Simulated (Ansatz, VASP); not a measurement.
# KMgF3: energy against volume and a worked fit

```yaml
crystal:
  lattice:
    - [3.98590, 0.00000, 0.00000]
    - [0.00000, 3.98590, 0.00000]
    - [0.00000, 0.00000, 3.98590]
  atoms:
    - { symbol: K, position: [0.50000, 0.50000, 0.50000] }
    - { symbol: Mg, position: [0.00000, 0.00000, 0.00000] }
    - { symbol: F, position: [0.00000, 0.00000, 0.50000] }
    - { symbol: F, position: [0.00000, 0.50000, 0.00000] }
    - { symbol: F, position: [0.50000, 0.00000, 0.00000] }
```

The cell was scaled at fixed shape and fractions and run with Ansatz, Ansatz PAW, cutoff 420 eV; PBEsol, k mesh 7 × 7 × 7 on the cell of 5 atoms, fermi-dirac occupations of 0.05 eV, no spin polarisation, no spin-orbit coupling. The potentials were made for PBE. Energies are those that the program minimises, any entropy of the smearing included.

| V (Å³/atom) | energy over the lowest row (meV/atom) |
| --- | --- |
| 11.9052 | 13.152 |
| 12.1585 | 5.964 |
| 12.4118 | 1.652 |
| 12.6651 | 0.000 |
| 12.9184 | 0.596 |
| 13.1717 | ? |
| 13.4250 | 7.950 |

**Question.** Fit the third-order Birch-Murnaghan form, give V0, B0 and B′, and predict the energy left open.

**Answer.** With y = (V0/V)^(2/3), E = E0 + (9 V0 B0/16) [(y - 1)³ B′ + (y - 1)² (6 - 4y)]. Least squares through the rows shown give V0 = 12.7187 Å³/atom, E0 = -0.077 meV, B0 = 72.30 GPa (1 eV/Å³ = 160.218 GPa) and B′ = 4.43, with a largest miss of 0.026 meV. At V = 13.1717 the form with these constants gives 3.340 meV; the run gave 3.327 meV an atom. Other set-ups at this level, from all their volumes (Å³/atom, GPa): Ansatz, all-electron LAPW, scalar-relativistic: V0 12.715, B0 72.09; VASP, PBE PAW files F, K_sv, Mg, 520 eV (made for PBE): V0 12.710, B0 73.26.
